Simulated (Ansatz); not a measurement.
# Si3N: the cost of one run

Method: DFT PBE+D3(BJ), scalar-relativistic, plane waves, PAW, in Ansatz 0.2.0.

1 further run of the same task is left out (set aside as unsound or not needed). Runs told in other sessions of the task aren't counted.

## Step 1: The structure to begin with

The structure is monoclinic, space group Pm (No. 6). The conventional cell has a = 5.421 Å, b = 3.833 Å, c = 22.488 Å, α = 90.00°, β = 90.00°, γ = 90.00°. Si (site symmetry m) has 3 Si at 2.32 to 2.35 Å in its first shell of neighbours. Si (site symmetry m) is surrounded by 4 Si at 2.31 to 2.32 Å. Around Si (site symmetry m) lie 3 Si at 2.29 to 2.31 Å. Around N (site symmetry m) lie 1 N at 1.10 Å.

Coordinates:

```cif
data_structure
_symmetry_space_group_name_H-M 'Pm'
_symmetry_Int_Tables_number 6
_cell_length_a 5.4212
_cell_length_b 3.8333
_cell_length_c 22.4878
_cell_angle_alpha 90.000
_cell_angle_beta 90.000
_cell_angle_gamma 90.000
_cell_volume 467.32
loop_
_atom_site_label
_atom_site_type_symbol
_atom_site_symmetry_multiplicity
_atom_site_Wyckoff_symbol
_atom_site_fract_x
_atom_site_fract_y
_atom_site_fract_z
_atom_site_occupancy
Si1 Si 1 b 0.00000 0.50000 0.17787 1
Si2 Si 1 a 0.25000 0.00000 0.17787 1
Si3 Si 1 a 0.50388 0.00000 0.26087 1
Si4 Si 1 b 0.74612 0.50000 0.26087 1
Si5 Si 1 b 0.00860 0.50000 0.34186 1
Si6 Si 1 a 0.24140 0.00000 0.34186 1
N1 N 1 b 0.50860 0.50000 0.47972 1
N2 N 1 b 0.50860 0.50000 0.52863 1
```

This is the geometry at the first point of the grid.

## Step 3: The grid

Atoms count from 1 in the order of the input.

N2 is moved over the surface cell at a fixed height above a rigid substrate; the origin of the map has the adsorbate above Si5; the height is held at 3.10 Å.

The axes are (1) position of N7 along the first surface vector, from above Si5: 6 values from 0.000 to 0.833, periodic; (2) position of N7 along the second surface vector, from above Si5: 6 values from 0.000 to 0.833, periodic.

Nothing else is relaxed. Points are written as (first, second).

The two vectors of the plane (Å): (3.833, 0.000, 0.000); (0.000, 5.421, 0.000).

(The set-up runs are not shown.)

## Step 4: Grid point (1/6, 0/6) of the map's two axes

input.yaml

```yaml
crystal:
  lattice:
    - [3.8333442755, 0.0, 0.0]
    - [0.0, 5.4211674636, 0.0]
    - [0.0, 0.0, 22.4877586337]
  atoms:
    - { symbol: Si, position: [0.5, 0.0, 0.1778745523] }
    - { symbol: Si, position: [0.0, 0.25, 0.1778745523] }
    - { symbol: Si, position: [0.0, 0.5038839981, 0.2608672216] }
    - { symbol: Si, position: [0.5, 0.7461160019, 0.2608672216] }
    - { symbol: Si, position: [0.5, 0.0086033066, 0.3418641564] }
    - { symbol: Si, position: [0.0, 0.2413966934, 0.3418641564] }
    - { symbol: "N", position: [0.6666666667, 0.0086033066, 0.4797169344] }
    - { symbol: "N", position: [0.6666666667, 0.0086033066, 0.5286324363] }
basis:
  ecutwfc: 420
kpoints:
  mp_grid: { grid: [7, 5, 1] }
hamiltonian:
  xc: pbe
  pseudopotentials: { kind: paw, azcp: { folder: soft_1 } }
  dispersion: d3bj
scf:
  occupations: { method: gaussian, width: 0.05 }
output:
  forces: true
  eigenvalues: true
efield:
  axis: 3
  dipole_correction: true
  ramp_width: 0.04
```

Run with:

```bash
ansatz run input.yaml --threads 1 --pin off --max-ram 3072MiB --backend cpu --events-out ev --progress --plain --runs-dir out
```

What time and memory should one allow on 1 thread of Arm Neoverse V2, shared host?

About 19 s, with a peak of 0.54 GiB.
